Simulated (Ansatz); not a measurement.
The following input was run with Ansatz 0.2.0.

```yaml
crystal:
  lattice:
    - [5.3661644735, 0.0, 0.0]
    - [-2.6830822367, 4.6472347549, 0.0]
    - [0.0, 0.0, 4.2509849245]
  atoms:
    - { symbol: Mn, position: [0.8490045246, 0.6980090491, 0.25], spin: 3.24 }
    - { symbol: Mn, position: [0.1509954754, 0.8490045246, 0.75], spin: 3.24 }
    - { symbol: Mn, position: [0.3019909509, 0.1509954754, 0.25], spin: 3.24 }
    - { symbol: Mn, position: [0.1509954754, 0.3019909509, 0.75], spin: 3.24 }
    - { symbol: Mn, position: [0.8490045246, 0.1509954754, 0.25], spin: 3.24 }
    - { symbol: Mn, position: [0.6980090491, 0.8490045246, 0.75], spin: 3.24 }
    - { symbol: Sn, position: [0.3333333333, 0.6666666667, 0.25], spin: -0.14 }
    - { symbol: Sn, position: [0.6666666667, 0.3333333333, 0.75], spin: -0.14 }
basis:
  ecutwfc: 420
kpoints:
  mp_grid: { grid: [6, 6, 8] }
hamiltonian:
  xc: pbe
scf:
  occupations: { method: gaussian, width: 0.1 }
output:
  forces: true
  stress: true
  eigenvalues: true
  populations: true
magnetization:
  spin_polarized: true
relax:
  adjacent_minimum: "off"
  f_tol: 0.01
  max_steps: 30
  cell: { stress_tol: 0.1, fix: [volume] }
```

Command:
```bash
ansatz run input.yaml --threads 2 --pin off --max-ram 5120MiB --backend cpu --events-out ev --progress --plain --runs-dir out
```

Method: DFT PBE, scalar-relativistic, plane waves, PAW in Ansatz.

Abridged output:

```
Pseudopotentials: kind: paw
Pseudopotential: Mn, paw, valence charge 15, recommended cutoff 420 eV (normal)
Pseudopotential: Sn, paw, valence charge 14, recommended cutoff 420 eV (normal)
Functional definition: PBE
Crystal: 8 atoms, lattice volume = 106.010 Å³
Basis set: ecut = 420 eV, 2061 PW (Γ), exchange–correlation on 72×72×60 points (8 copies of the dense FFT grid, shifted against one another)
Bands: 83, of which v1, the nominal top of the filled ones, is band 59 counted from 1 (58 counted from 0)
Symmetry: 24 space group operations
Space group: P63/mmc (ITA 194), of the structure as read, at distance tolerance 4.7e-5 Å
Magnetic group: BNS 194.263 (UNI 1493), of the structure as read, at distance tolerance 4.7e-5 Å
k-points: 35 of 288
Initial density: superposition of atomic densities (chi_scale 0.1, normalization cell)
Starting moments: Σ|m| = 19.72 μB on 8 of 8 sites
Initial wavefunctions: pseudopotential atomic-orbital guess
Functional: x = pbe(κ = 0.804, μ = 0.21951497), c = pbe(β = 0.06672455)
SCF iter   1: F=—  HF=-35432.638135 eV  |F-HF|=—  |Δ(HF+E_count)|=         —  Δρ=6.20e-2 (↑6.20e-2 ↓3.55e-2) dr2=6.11e0  dr2_m=1.49e0  M=15.537 μB ∫|m|=16.111 μB  β_m=0.30  ethr=3.10e-3  ⟨swp⟩=5.5  Hψ=20053  notcnv=0  defer=86
Mixer restart at iter 1: flushing history
spin=Collinear: Kerker preconditioning applied to the charge; magnetization (m = ρ↑ − ρ↓) channel mixes plain (no charge-response kernel on spin).
SCF iter   2: F=—  HF=-35433.854677 eV  |F-HF|=—  |Δ(HF+E_count)|=    1.22e0  Δρ=3.19e-2 (↑3.13e-2 ↓3.19e-2) dr2=3.62e0  dr2_m=6.84e-1  M=15.433 μB ∫|m|=16.038 μB  β_m=0.50  ethr=3.10e-3  ⟨swp⟩=2.0  Hψ=7619  notcnv=0  defer=693
SCF iter   3: F=—  HF=-35438.438693 eV  |F-HF|=—  |Δ(HF+E_count)|=    4.58e0  Δρ=2.86e-2 (↑2.02e-2 ↓2.86e-2) dr2=1.74e0  dr2_m=4.86e-1  M=14.301 μB ∫|m|=14.996 μB  β_m=0.30  ethr=3.07e-3  ⟨swp⟩=2.5  Hψ=7958  notcnv=0  defer=692
SCF iter   4: F=—  HF=-35439.504006 eV  |F-HF|=—  |Δ(HF+E_count)|=    1.07e0  Δρ=2.23e-2 (↑2.22e-2 ↓2.23e-2) dr2=6.10e-1  dr2_m=4.41e-1  M=13.139 μB ∫|m|=13.866 μB  β_m=0.56  ethr=1.47e-3  ⟨swp⟩=2.1  Hψ=7629  notcnv=0  defer=697
SCF iter   5: F=—  HF=-35440.000283 eV  |F-HF|=—  |Δ(HF+E_count)|=   4.96e-1  Δρ=2.23e-2 (↑2.23e-2 ↓6.41e-3) dr2=2.19e-1  dr2_m=1.83e-1  M=11.272 μB ∫|m|=11.940 μB  β_m=0.91  ethr=5.17e-4  ⟨swp⟩=2.3  Hψ=8515  notcnv=0  defer=703
SCF iter   6: F=—  HF=-35440.194841 eV  |F-HF|=—  |Δ(HF+E_count)|=         —  Δρ=1.90e-2 (↑1.90e-2 ↓1.38e-2) dr2=2.95e-2  dr2_m=2.59e-1  M=10.057 μB ∫|m|=10.620 μB  β_m=0.91  ethr=1.86e-4  ⟨swp⟩=2.3  Hψ=9515  notcnv=0  defer=736
Mixer restart at iter 6: flushing history
SCF iter   7: F=—  HF=-35440.167474 eV  |F-HF|=—  |Δ(HF+E_count)|=   2.74e-2  Δρ=5.20e-3 (↑2.09e-3 ↓5.20e-3) dr2=2.95e-2  dr2_m=3.50e-3  M=10.041 μB ∫|m|=10.579 μB  β_m=0.94  ethr=2.50e-5  ⟨swp⟩=2.1  Hψ=10777  notcnv=0  defer=736
SCF iter   8: F=—  HF=-35440.175835 eV  |F-HF|=—  |Δ(HF+E_count)|=   8.36e-3  Δρ=6.43e-3 (↑6.43e-3 ↓1.27e-3) dr2=3.55e-2  dr2_m=7.79e-3  M=9.924 μB ∫|m|=10.438 μB  β_m=0.75  ethr=2.50e-5  ⟨swp⟩=2.0  Hψ=10748  notcnv=0  defer=736
SCF iter   9: F=—  HF=-35440.158829 eV  |F-HF|=—  |Δ(HF+E_count)|=   1.70e-2  Δρ=2.99e-4 (↑1.26e-4 ↓2.99e-4) dr2=1.29e-4  dr2_m=1.77e-5  M=9.963 μB ∫|m|=10.480 μB  β_m=0.85  ethr=2.50e-5  ⟨swp⟩=2.0  Hψ=10568  notcnv=0  defer=749
SCF iter  10: F=—  HF=-35440.158852 eV  |F-HF|=—  |Δ(HF+E_count)|=   2.30e-5  Δρ=4.23e-5 (↑3.59e-5 ↓4.23e-5) dr2=7.43e-6  dr2_m=3.47e-7  M=9.959 μB ∫|m|=10.474 μB  β_m=0.87  ethr=1.10e-7  ⟨swp⟩=2.3  Hψ=8684  notcnv=0  defer=749
SCF iter  11: F=—  HF=-35440.158856 eV  |F-HF|=—  |Δ(HF+E_count)|=   4.40e-6  Δρ=3.70e-5 (↑3.70e-5 ↓2.21e-5) dr2=2.03e-6  dr2_m=8.14e-8  M=9.958 μB ∫|m|=10.473 μB  β_m=0.94  ethr=6.30e-9  ⟨swp⟩=2.0  Hψ=8876  notcnv=0  defer=749
SCF iter  12: F=—  HF=-35440.158856 eV  |F-HF|=—  |Δ(HF+E_count)|=   8.36e-8  Δρ=1.92e-5 (↑1.92e-5 ↓6.53e-6) dr2=2.93e-7  dr2_m=7.39e-8  M=9.958 μB ∫|m|=10.473 μB  β_m=0.93  ethr=1.72e-9  ⟨swp⟩=2.2  Hψ=7201  notcnv=0  defer=749
SCF iter  13: F=—  HF=-35440.158856 eV  |F-HF|=—  |Δ(HF+E_count)|=   3.91e-8  Δρ=3.08e-6 (↑3.08e-6 ↓1.34e-6) dr2=1.04e-8  dr2_m=1.53e-9  M=9.959 μB ∫|m|=10.473 μB  β_m=0.96  ethr=2.48e-10  ⟨swp⟩=2.0  Hψ=7467  notcnv=0  defer=749
SCF iter  14: F=-35440.158856 eV  HF=-35440.158856 eV  |F-HF|=5.82e-10  |Δ(HF+E_count)|=   1.19e-9  Δρ=6.41e-7 (↑6.41e-7 ↓4.15e-7) dr2=7.92e-10  dr2_m=1.59e-11  M=9.959 μB ∫|m|=10.473 μB  ethr=8.84e-12  ⟨swp⟩=8.9  Hψ=27460  notcnv=0
SCF 1 converged in 14 iterations: F = -35440.158856 eV  dr2 = 7.92e-10
relax step   1: F+E_penalty+E_count = -35440.15885608 eV  Δ(F+E_penalty+E_count) = +0.000e0 eV  max|allowed force component| = 1.293e-1 eV/Å  Δτ_max = 0.0000 Å  P = +8.022 GPa  Ω = 106.010 Å³  fix = [volume]  reactions: volume +8.022 GPa (14 SCF iters, dr2 threshold 1.00e-7 eV, accepted)
Initial density: handed on by an earlier stage of this run
Starting moments: Σ|m| = 19.72 μB on 8 of 8 sites; this step starts from the density that it was given
Initial wavefunctions: those handed on with the density
SCF iter   1: F=—  HF=-35440.160637 eV  |F-HF|=—  |Δ(HF+E_count)|=         —  Δρ=1.63e-3 (↑1.63e-3 ↓1.44e-3) dr2=1.70e-3  dr2_m=2.14e-3  M=9.983 μB ∫|m|=10.501 μB  β_m=0.65  ethr=1.51e-6  ⟨swp⟩=2.2  Hψ=22353  notcnv=0
spin=Collinear: Kerker preconditioning applied to the charge; magnetization (m = ρ↑ − ρ↓) channel mixes plain (no charge-response kernel on spin).
SCF iter   2: F=—  HF=-35440.161390 eV  |F-HF|=—  |Δ(HF+E_count)|=   7.52e-4  Δρ=5.97e-4 (↑5.51e-4 ↓5.97e-4) dr2=4.75e-4  dr2_m=2.76e-4  M=9.981 μB ∫|m|=10.499 μB  β_m=0.64  ethr=1.44e-6  ⟨swp⟩=2.0  Hψ=6855  notcnv=0
SCF iter   3: F=—  HF=-35440.161606 eV  |F-HF|=—  |Δ(HF+E_count)|=   2.17e-4  Δρ=2.04e-4 (↑2.04e-4 ↓9.40e-5) dr2=4.41e-5  dr2_m=1.44e-5  M=9.987 μB ∫|m|=10.505 μB  β_m=0.59  ethr=4.03e-7  ⟨swp⟩=2.1  Hψ=7676  notcnv=0
SCF iter   4: F=—  HF=-35440.161596 eV  |F-HF|=—  |Δ(HF+E_count)|=   1.08e-5  Δρ=7.90e-5 (↑4.96e-5 ↓7.90e-5) dr2=2.20e-5  dr2_m=1.42e-6  M=9.986 μB ∫|m|=10.504 μB  β_m=0.80  ethr=3.73e-8  ⟨swp⟩=2.0  Hψ=8761  notcnv=0
SCF iter   5: F=—  HF=-35440.161602 eV  |F-HF|=—  |Δ(HF+E_count)|=   5.81e-6  Δρ=2.95e-5 (↑2.95e-5 ↓1.31e-5) dr2=7.05e-7  dr2_m=2.32e-7  M=9.988 μB ∫|m|=10.506 μB  β_m=0.83  ethr=1.86e-8  ⟨swp⟩=2.0  Hψ=7453  notcnv=0
SCF iter   6: F=-35440.161601 eV  HF=-35440.161601 eV  |F-HF|=3.39e-7  |Δ(HF+E_count)|=   1.64e-7  Δρ=1.51e-5 (↑1.51e-5 ↓8.11e-6) dr2=3.83e-7  dr2_m=1.34e-8  M=9.988 μB ∫|m|=10.506 μB  ethr=5.97e-10  ⟨swp⟩=3.2  Hψ=20030  notcnv=0
SCF 2 converged in 6 iterations: F = -35440.161601 eV  dr2 = 3.83e-7
relax step   2: F+E_penalty+E_count = -35440.16160104 eV  Δ(F+E_penalty+E_count) = -2.745e-3 eV  max|allowed force component| = 7.409e-2 eV/Å  Δτ_max = 0.0045 Å  P = +7.859 GPa  Ω = 106.010 Å³  energy of the carried Pulay correction = +4.071e-17 eV  fix = [volume]  reactions: volume +7.859 GPa (6 SCF iters, dr2 threshold 8.00e-7 eV, accepted)
SCF iter   1: F=—  HF=-35440.161441 eV  |F-HF|=—  |Δ(HF+E_count)|=         —  Δρ=2.02e-3 (↑2.02e-3 ↓1.82e-3) dr2=2.84e-3  dr2_m=3.33e-3  M=10.016 μB ∫|m|=10.538 μB  β_m=0.65  ethr=2.51e-6  ⟨swp⟩=1.6  Hψ=18369  notcnv=0
spin=Collinear: Kerker preconditioning applied to the charge; magnetization (m = ρ↑ − ρ↓) channel mixes plain (no charge-response kernel on spin).
SCF iter   2: F=—  HF=-35440.162550 eV  |F-HF|=—  |Δ(HF+E_count)|=   1.11e-3  Δρ=7.45e-4 (↑6.89e-4 ↓7.45e-4) dr2=7.74e-4  dr2_m=4.32e-4  M=10.014 μB ∫|m|=10.536 μB  β_m=0.65  ethr=2.40e-6  ⟨swp⟩=2.0  Hψ=6770  notcnv=0
SCF iter   3: F=—  HF=-35440.162853 eV  |F-HF|=—  |Δ(HF+E_count)|=   3.02e-4  Δρ=2.44e-4 (↑2.44e-4 ↓1.11e-4) dr2=6.23e-5  dr2_m=2.00e-5  M=10.020 μB ∫|m|=10.543 μB  β_m=0.59  ethr=6.56e-7  ⟨swp⟩=2.0  Hψ=7386  notcnv=0
SCF iter   4: F=—  HF=-35440.162834 eV  |F-HF|=—  |Δ(HF+E_count)|=   1.87e-5  Δρ=9.33e-5 (↑5.90e-5 ↓9.33e-5) dr2=2.98e-5  dr2_m=2.06e-6  M=10.019 μB ∫|m|=10.541 μB  β_m=0.80  ethr=5.28e-8  ⟨swp⟩=2.1  Hψ=8457  notcnv=0
SCF iter   5: F=—  HF=-35440.162840 eV  |F-HF|=—  |Δ(HF+E_count)|=   6.41e-6  Δρ=3.48e-5 (↑3.48e-5 ↓1.57e-5) dr2=1.10e-6  dr2_m=3.29e-7  M=10.021 μB ∫|m|=10.543 μB  β_m=0.84  ethr=2.53e-8  ⟨swp⟩=2.0  Hψ=7449  notcnv=0
SCF iter   6: F=—  HF=-35440.162840 eV  |F-HF|=—  |Δ(HF+E_count)|=   2.66e-7  Δρ=1.65e-5 (↑1.65e-5 ↓8.59e-6) dr2=4.32e-7  dr2_m=1.78e-8  M=10.021 μB ∫|m|=10.544 μB  β_m=0.92  ethr=9.31e-10  ⟨swp⟩=2.0  Hψ=7528  notcnv=0
SCF iter   7: F=-35440.162840 eV  HF=-35440.162840 eV  |F-HF|=3.37e-8  |Δ(HF+E_count)|=   7.46e-8  Δρ=3.69e-6 (↑3.69e-6 ↓2.43e-6) dr2=3.65e-8  dr2_m=4.32e-10  M=10.021 μB ∫|m|=10.544 μB  ethr=2.91e-10  ⟨swp⟩=4.8  Hψ=19486  notcnv=0
SCF 3 converged in 7 iterations: F = -35440.162840 eV  dr2 = 3.65e-8
relax step   3: F+E_penalty+E_count = -35440.16283994 eV  Δ(F+E_penalty+E_count) = -1.239e-3 eV  max|allowed force component| = 5.861e-4 eV/Å  Δτ_max = 0.0056 Å  P = +7.666 GPa  Ω = 106.010 Å³  energy of the carried Pulay correction = +2.035e-17 eV  fix = [volume]  reactions: volume +7.666 GPa (7 SCF iters, dr2 threshold 3.43e-7 eV, accepted)
Initial wavefunctions: pseudopotential atomic-orbital guess (no wavefunctions were taken with the density)
SCF iter   1: F=—  HF=-35440.162843 eV  |F-HF|=—  |Δ(HF+E_count)|=         —  Δρ=2.19e-6 (↑2.19e-6 ↓1.22e-6) dr2=5.47e-9  dr2_m=8.96e-10  M=10.021 μB ∫|m|=10.544 μB  β_m=0.65  ethr=1.87e-8  ⟨swp⟩=3.9  Hψ=38505  notcnv=0
spin=Collinear: Kerker preconditioning applied to the charge; magnetization (m = ρ↑ − ρ↓) channel mixes plain (no charge-response kernel on spin).
SCF iter   2: F=—  HF=-35440.162841 eV  |F-HF|=—  |Δ(HF+E_count)|=   1.95e-6  Δρ=1.01e-6 (↑1.01e-6 ↓5.45e-7) dr2=8.22e-10  dr2_m=1.33e-10  M=10.021 μB ∫|m|=10.544 μB  β_m=0.40  ethr=4.64e-12  ⟨swp⟩=3.0  Hψ=11540  notcnv=0
SCF iter   3: F=—  HF=-35440.162841 eV  |F-HF|=—  |Δ(HF+E_count)|=  4.22e-10  Δρ=3.81e-7 (↑3.81e-7 ↓3.77e-7) dr2=3.40e-10  dr2_m=2.72e-11  M=10.021 μB ∫|m|=10.544 μB  β_m=0.62  ethr=1.00e-12  ⟨swp⟩=2.2  Hψ=8386  notcnv=0
SCF iter   4: F=—  HF=-35440.162841 eV  |F-HF|=—  |Δ(HF+E_count)|=   1.88e-9  Δρ=2.30e-7 (↑2.06e-7 ↓2.30e-7) dr2=3.04e-10  dr2_m=1.88e-12  M=10.021 μB ∫|m|=10.544 μB  β_m=0.81  ethr=1.00e-12  ⟨swp⟩=2.2  Hψ=6733  notcnv=0
SCF iter   5: F=-35440.162841 eV  HF=-35440.162841 eV  |F-HF|=1.46e-11  |Δ(HF+E_count)|=  5.17e-10  Δρ=8.65e-8 (↑8.65e-8 ↓7.33e-8) dr2=1.45e-11  dr2_m=2.56e-12  M=10.021 μB ∫|m|=10.544 μB  ethr=1.00e-12  ⟨swp⟩=3.7  Hψ=19285  notcnv=0
SCF 4 converged in 5 iterations: F = -35440.162841 eV  dr2 = 1.45e-11
WARN: an SCF from ferrimagnetic starting moments (-3.24, 3.24, -3.24, 3.24, -3.24, 3.24, -0.14, -0.14 Bohr magnetons, atom by atom) was not made, by what the run has read of turns of its moments that order reads lower: the deck asks for what bars it, or types moments that do (magnetization.spin_polarized, in the input reference, names some of the keys), or the run goes by scf.lower_state_search: light, the default, which as a rule tries one only behind a close that has lost an order of both signs, or on which an open d or half-filled 4f shell of a PAW file has lost a moment that was set nearer to Hund's than to what is left; or, under a Hubbard U, one that names an f shell that the input lea ...
SCF converged after 5 iterations
Magnetization: 10.0213 μB (64.0107 up, 53.9893 down)
Absolute magnetization: 10.5473 μB (∫|ρ↑−ρ↓|, with the PAW one-centre terms)
Spin contamination: 0.1481 ħ² per cell (⟨S²⟩ above its minimum at these occupations)
Per-site moments (μB) at R_I (Å): [(1.63383062, 1.00924375), (1.63383062, 1.00924375), (1.63383062, 1.00924375), (1.63383062, 1.00924375), (1.63383062, 1.00924375), (1.63383062, 1.00924375), (-0.06124211, 1.10739959), (-0.06124211, 1.10739959)]
Free energy (F): -35440.162841 eV
Harris-Foulkes:  -35440.162841 eV  (|F-HF|=1.46e-11)
Internal energy: -35440.136964 eV  (E = F + TS)
E sigma→0 (E₀):  -35440.149902 eV
Entropy (-TS):   -0.025878 eV (-3.235 meV/atom)
Fermi energy:    18.182345 eV
--- Per-component energies (eV) ---
  E_band       = -1061.456711
  E_kinetic    = 2232.723349
  E_local      = -11681.128603  (includes V_loc(G=0)·N_el)
  E_nonlocal   = 1385.625653
  E_hartree    = 5298.871715
  E_xc         = -1455.915109
  E_vxc        = -1078.112927  (∫ρ·V_xc dr)
  E_paw        = -16081.951589  (= ΣΔE_a)
  E_vpaw       = -2518.307534  (= ΣTr[D̂ρ^β])
  E_aug_tail   = -0.000056  (compensation charges beyond the density's cutoff)
  E_ewald      = -15138.362322
  E_smearing   = -0.025878  (= −TS)
--- Forces (eV/Å), atoms counted from 1 ---
  atom   1  Mn     0.00000000     0.00051971     0.00000000
  atom   2  Mn    -0.00045009     0.00025986     0.00000000
  atom   3  Mn    -0.00045009    -0.00025986     0.00000000
  atom   4  Mn     0.00000000    -0.00051971     0.00000000
  atom   5  Mn     0.00045009    -0.00025986     0.00000000
  atom   6  Mn     0.00045009     0.00025986     0.00000000
  atom   7  Sn     0.00000000     0.00000000     0.00000000
  atom   8  Sn     0.00000000     0.00000000     0.00000000
--- Stress (GPa, compression-positive) ---
        7.645498       0.000000       0.000000
        0.000000       7.645498       0.000000
        0.000000       0.000000       7.710733
  P = ⅓ Tr σ = 7.6672 GPa (76.672 kbar)
--- Band table (eV; the first three rows and the last of 70) ---
  k-point 0 ↑: bands = ["-61.5210", "-61.4542", "-61.4542", "-61.4498", "-61.4192", "-61.4192", "-30.4448", "-30.4011", "-30.3836", "-30.3836", "-30.3593", "-30.3485", "-30.3485", "-30.2631", "-30.2585", "-30.2585", "-30.1459", "-30.0750", "-30.0750", "-30.0663", "-30.0663", "-30.0658", "-30.0658", "-30.0060", "-2.8905", "-2.8904", "-2.8904", "-2.8773", "-2.8773", "-2.8755", "-2.8755", "-2.8566", "-2.8183", "-2.8183", "7.1857", "10.4963", "13.7600", "14.1015", "14.1015", "14.3265", "14.3347", "14.3347", "14.8346", "15.1209", "15.1209", "15.6919", "15.6919", "15.9824", "15.9937", "16.2394", "16.5660", "16.6419", "16.6419", "16.8029", "16.8029", "17.4344", "17.4344", "17.7112", "17.7112", "17. ...
  k-point 1 ↑: bands = ["-61.5183", "-61.4529", "-61.4529", "-61.4525", "-61.4206", "-61.4206", "-30.4435", "-30.4058", "-30.3961", "-30.3961", "-30.3568", "-30.3568", "-30.3430", "-30.2587", "-30.2371", "-30.2371", "-30.1504", "-30.0768", "-30.0768", "-30.0664", "-30.0664", "-30.0644", "-30.0644", "-30.0193", "-2.8917", "-2.8917", "-2.8894", "-2.8894", "-2.8867", "-2.8624", "-2.8624", "-2.8553", "-2.8193", "-2.8193", "7.3151", "10.4214", "13.8706", "14.0918", "14.1316", "14.1316", "14.4230", "14.4230", "14.5418", "15.1731", "15.1731", "15.6692", "15.6692", "15.7441", "16.1616", "16.5413", "16.6472", "16.7236", "16.7236", "16.7337", "16.7337", "17.4019", "17.4019", "17.5094", "17.5094", "17. ...
  k-point 2 ↑: bands = ["-61.5106", "-61.4602", "-61.4491", "-61.4491", "-61.4244", "-61.4244", "-30.4398", "-30.4153", "-30.4153", "-30.4133", "-30.3774", "-30.3774", "-30.3025", "-30.2461", "-30.1923", "-30.1923", "-30.1632", "-30.0787", "-30.0787", "-30.0681", "-30.0681", "-30.0652", "-30.0652", "-30.0572", "-2.8991", "-2.8991", "-2.8953", "-2.8953", "-2.8768", "-2.8525", "-2.8495", "-2.8495", "-2.8218", "-2.8218", "7.6923", "10.1709", "13.6325", "13.6598", "14.2303", "14.2303", "14.4583", "14.6353", "14.6353", "15.3223", "15.3223", "15.6219", "15.6219", "15.6928", "16.1021", "16.5212", "16.5212", "16.8490", "16.8490", "16.8848", "17.2445", "17.3224", "17.3224", "17.4042", "17.4042", "17. ...
  k-point 34 ↓: bands = ["-59.6378", "-59.6378", "-59.5967", "-59.5967", "-59.5915", "-59.5915", "-28.6103", "-28.6103", "-28.6017", "-28.6017", "-28.5911", "-28.5911", "-28.4048", "-28.4048", "-28.3838", "-28.3838", "-28.3304", "-28.3304", "-28.3270", "-28.3270", "-28.2848", "-28.2848", "-28.2515", "-28.2515", "-2.9002", "-2.9002", "-2.8829", "-2.8829", "-2.8774", "-2.8774", "-2.8603", "-2.8603", "-2.8599", "-2.8599", "9.9951", "9.9951", "12.5964", "12.5964", "13.7333", "13.7333", "15.5568", "15.5568", "16.1994", "16.1994", "16.4490", "16.4490", "16.7864", "16.7864", "17.1290", "17.1290", "17.4123", "17.4123", "18.1102", "18.1102", "18.1644", "18.1644", "19.2339", "19.2339", "19.6978", "19. ...
--- Relaxed structure (3 steps of the walk, 3 accepted, 1 SCFs on fresh bases) ---
  F+E_penalty+E_count = -35440.16284105 eV   max|allowed force component| = 5.197e-4 eV/Å   (the final SCF, on the basis selected at the relaxed cell)
  cell:  # Å, volume = 106.0103 Å³
    - [5.36237583, 0.0, 0.0]
    - [-2.68118791, 4.64395370, 0.0]
    - [0.0, 0.0, 4.25699387]
  atoms:
    - { symbol: Mn, position: [0.84791246, 0.69582493, 0.25] }
    - { symbol: Mn, position: [0.15208753, 0.84791246, 0.75] }
    - { symbol: Mn, position: [0.30417506, 0.15208753, 0.25] }
    - { symbol: Mn, position: [0.15208753, 0.30417506, 0.75] }
    - { symbol: Mn, position: [0.84791246, 0.15208753, 0.25] }
    - { symbol: Mn, position: [0.69582493, 0.84791246, 0.75] }
    - { symbol: Sn, position: [0.33333333, 0.66666666, 0.25] }
    - { symbol: Sn, position: [0.66666666, 0.33333333, 0.75] }
--- Löwdin populations: 8 sites ---
  site symbol q [e]    m [muB]
     0     Mn     14.6747     1.7457
     1     Mn     14.6747     1.7457
     2     Mn     14.6747     1.7457
     3     Mn     14.6747     1.7457
     4     Mn     14.6747     1.7457
     5     Mn     14.6747     1.7457
     6     Sn     14.5103    -0.2101
     7     Sn     14.5103    -0.2101
  spilling = 0.007891 (of n_electrons = 118.000000)
```

The relaxation met its thresholds.

Time: 86 s on 2 threads of Arm Neoverse V2, with other jobs on the host, peak memory 0.78 GiB.

The state reached may not be the lowest one. The program reads another magnetic order as possibly lower. Only parallel moments were tried here.